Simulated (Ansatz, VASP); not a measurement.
## Two plane-wave programs on CdS

The input INCAR:

```
SYSTEM = CdS
PREC = Accurate
ENCUT = 520
EDIFF = 1E-6
ISMEAR = 0
SIGMA = 0.01
LREAL = .FALSE.
LASPH = .TRUE.
NELM = 60
ALGO = Normal
ISIF = 2
LWAVE = .FALSE.
LCHARG = .FALSE.
GGA = PE
NBANDS = 26
```

The input KPOINTS:

```
regular mesh
0
G
  9 9 4
  0 0 0
```

The input POSCAR:

```
CdS
1.0
    4.1963020496      0.0000000000      0.0000000000
   -2.0981510248      3.6341041769      0.0000000000
    0.0000000000      0.0000000000      6.8304216542
Cd S
2 2
Direct
    0.3333333333      0.6666666667      0.0002356720
    0.6666666667      0.3333333333      0.5002356720
    0.3333333333      0.6666666667      0.3767643280
    0.6666666667      0.3333333333      0.8767643280
```

Input for Ansatz:

```yaml
crystal:
  lattice:
    - [4.1963020496, 0.0, 0.0]
    - [-2.0981510248, 3.6341041769, 0.0]
    - [0.0, 0.0, 6.8304216542]
  atoms:
    - { symbol: Cd, position: [0.3333333333, 0.6666666667, 0.000235672] }
    - { symbol: Cd, position: [0.6666666667, 0.3333333333, 0.500235672] }
    - { symbol: S, position: [0.3333333333, 0.6666666667, 0.376764328] }
    - { symbol: S, position: [0.6666666667, 0.3333333333, 0.876764328] }
basis:
  ecutwfc: 420
  xc_grid: 2
kpoints:
  mp_grid: { grid: [9, 9, 4] }
hamiltonian:
  xc: pbe
  pseudopotentials: { kind: paw, azcp: { folder: soft_1 } }
scf:
  occupations: { method: fixed }
output:
  forces: true
  stress: true
  eigenvalues: true
  polarization: {}
```

Change from the starting cell: polar distortion scaled by 1.00.

Alike in both runs: task single point; functional PBE; k mesh 9 × 9 × 4; no spin polarisation.

|  | VASP | Ansatz |
| --- | --- | --- |
| version | VASP 6.6.1 | Ansatz 0.2.0 |
| potentials or method | VASP PAW PBE potentials, release 64 (Cd, S) | scalar-relativistic, plane waves, PAW |
| plane-wave cutoff (eV) | 520 | 420 |
| occupations | gaussian, width 0.01 eV | fixed |
| valence electrons in the cell | 36 | 52 |

Ansatz gave:

- gap on the k mesh at the Fermi level (eV): 1.11
- least direct gap on the mesh (eV): 1.11
- pressure (GPa): 0.0

Task: Estimate VASP's values.

Result: gap on the k mesh at the Fermi level (eV): 1.11; least direct gap on the mesh (eV): 1.11; pressure (GPa): 0.3.

The two sets of potentials don't hold the same shells in valence.
